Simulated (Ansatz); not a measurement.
# P in Ansatz: the effect of functional

P:

```xyz
4
Lattice="1.6477 -5.4650 0.0000 1.6477 5.4650 0.0000 0.0000 0.0000 4.5436" Properties=species:S:1:pos:R:3 pbc="T T T"
P     1.6477   -4.4173    2.6754
P     1.6477    4.4173    1.8683
P     1.6477   -1.0477    0.4035
P     1.6477    1.0477    4.1401
```

Alike in all runs:

```yaml
Program: Ansatz 0.2.0
Task: projected density of states
Potentials_or_basis: Ansatz PAW
k_mesh: 5 × 5 × 4
Occupations: fermi-dirac, width 0.05 eV
Spin: no spin polarisation
```

```csv
functional,cutoff,gap on the mesh (eV),pressure (GPa),largest force (eV/Å)
LDA,420 eV (not typed: the program's choice for these potentials),0.34,-2.0,0.20
PBEsol,420 eV (not typed: the program's choice for these potentials),0.37,-0.5,0.29
RPBE,420 eV (not typed: the program's choice for these potentials),0.49,3.9,0.35
revPBE,420 eV (not typed: the program's choice for these potentials),0.48,3.4,0.35
BLYP,420 eV (not typed: the program's choice for these potentials),0.52,6.5,0.46
r2SCAN,500 eV (not typed: the program's choice for these potentials),0.57,0.8,0.09
HSE06,420 eV (not typed: the program's choice for these potentials),1.02,-0.1,0.14
PBE0,420 eV (not typed: the program's choice for these potentials),?,?,?
r2SCAN0,500 eV (not typed: the program's choice for these potentials),1.75,-0.8,0.17
```

Question: What does the run with functional PBE0 give?

Answer: gap on the mesh 1.68 eV; pressure -0.2 GPa; largest force 0.15 eV/Å.

Caveats: odd divisions of the mesh miss points on the zone boundary, where band edges often lie, so the gap on the mesh can be too wide; the PAW data sets come from PBE, with cores solved anew for the run's functional, which leaves a small shift of forces and pressure; the density of states is complete only up to the lowest level of the last band computed; the thresholds are loose for stress (some runs).

A k mesh can miss the band edges.

Runs at the PBE level aren't shown here.
